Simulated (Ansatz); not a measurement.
A plane-wave DFT run in Ansatz 0.2.0 (scalar-relativistic PAW potentials unless the input names others): input and command.

```yaml
crystal:
  lattice:
    - [0.04115625, 3.2925, 3.2925]
    - [3.33365625, 0.0, 3.33365625]
    - [3.2925, 3.2925, 0.04115625]
  atoms:
    - { symbol: K, position: [0.0, 0.0, 0.0], spin: 2.0 }
    - { symbol: Br, position: [0.5, 0.5, 0.5] }
basis:
  ecutwfc: 420
kpoints:
  mp_grid: { grid: [6, 6, 6] }
hamiltonian:
  xc: lda
scf:
  occupations: { method: gaussian, width: 0.05 }
  max_iter: 100
output:
  forces: true
  eigenvalues: true
  stress: true
```

```bash
ansatz run input.yaml --threads 1 --pin off --max-ram 1228MiB --backend cpu --events-out ev --progress --plain --runs-dir out
```

**Question.** Will this input run?

**Answer.** The program refuses it, because of a moment without spin polarisation (crystal.atoms[0].spin: not typed → 2.0). Without that key it is accepted.

Abridged log:
```
Error: inconsistent input (magnetization.spin_polarized): false but per-atom `spin:`, `per_species`, `initial_magnetization`, `magnetic_field`, or `spin_locking` is set
```